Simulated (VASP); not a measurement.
A run of VASP 6.6.1 is set up as follows.

File POSCAR:

```
BaS
1.0
    0.0000000000      3.1937500000      3.1937500000
    3.1937500000      0.0000000000      3.1937500000
    3.1937500000      3.1937500000      0.0000000000
Ba S
1 1
Direct
    0.0000000000      0.0000000000      0.0000000000
    0.5000000000      0.5000000000      0.5000000000
```

INCAR.step1

```
SYSTEM = BaS
PREC     = Accurate       ! precision mode
ENCUT    = 600            ! plane-wave cutoff, eV
EDIFF    = 1E-8           ! SCF threshold, eV
ISMEAR   = -1             ! smearing method
SIGMA    = 0.05           ! smearing width, eV
LREAL    = .False.        ! projectors in reciprocal space
LASPH    = .True.         ! aspherical terms in the spheres
NELM     = 100            ! most SCF steps
ALGO     = Fast           ! electronic algorithm
ISIF     = 3              ! what is computed and relaxed
LWAVE    = .False.        ! write WAVECAR
LCHARG   = .False.        ! write CHGCAR
GGA      = PE             ! functional
IBRION   = 2              ! ionic algorithm
NSW      = 40             ! ionic steps
EDIFFG   = -0.002         ! ionic threshold
```

The input INCAR.step2:

```
SYSTEM = BaS
PREC     = Accurate       ! precision mode
ENCUT    = 600            ! plane-wave cutoff, eV
EDIFF    = 1E-8           ! SCF threshold, eV
ISMEAR   = -1             ! smearing method
SIGMA    = 0.05           ! smearing width, eV
LREAL    = .False.        ! projectors in reciprocal space
LASPH    = .True.         ! aspherical terms in the spheres
NELM     = 100            ! most SCF steps
ALGO     = Fast           ! electronic algorithm
ISIF     = 3              ! what is computed and relaxed
LWAVE    = .False.        ! write WAVECAR
LCHARG   = .False.        ! write CHGCAR
GGA      = PE             ! functional
IBRION   = 6              ! ionic algorithm
NFREE    = 2            
POTIM    = 0.015          ! step
NSW      = 1              ! ionic steps
```

KPOINTS

```
Automatic mesh
0
Gamma
  5 5 5
  0 0 0
```

Potentials or basis: VASP PAW PBE potentials, release 64 (Ba_sv, S).

Run with:

```bash
$ cat potpaw_PBE.64/Ba_sv/POTCAR potpaw_PBE.64/S/POTCAR > POTCAR
$ cp INCAR.step1 INCAR
$ mpirun -np 1 vasp_std > vasp.out
$ cp CONTCAR POSCAR
$ cp INCAR.step2 INCAR
$ mpirun -np 1 vasp_std > vasp.out
```

Q: What does it give for the elastic constants C11, C12, C44?

A: 91, 17, 19 GPa.

Q: Estimate the Voigt bulk modulus.

A: 42 GPa.

Q: What does it give for the relaxed volume?

A: 33.65 Å³/atom.

Phonon frequencies in cm⁻¹ (negative: imaginary):
| q point | frequencies |
| --- | --- |
| (0.000, 0.000, 0.000) | 0 0 0 137 137 137 |

Spin-orbit coupling is left out, which matters for the levels of Ba.
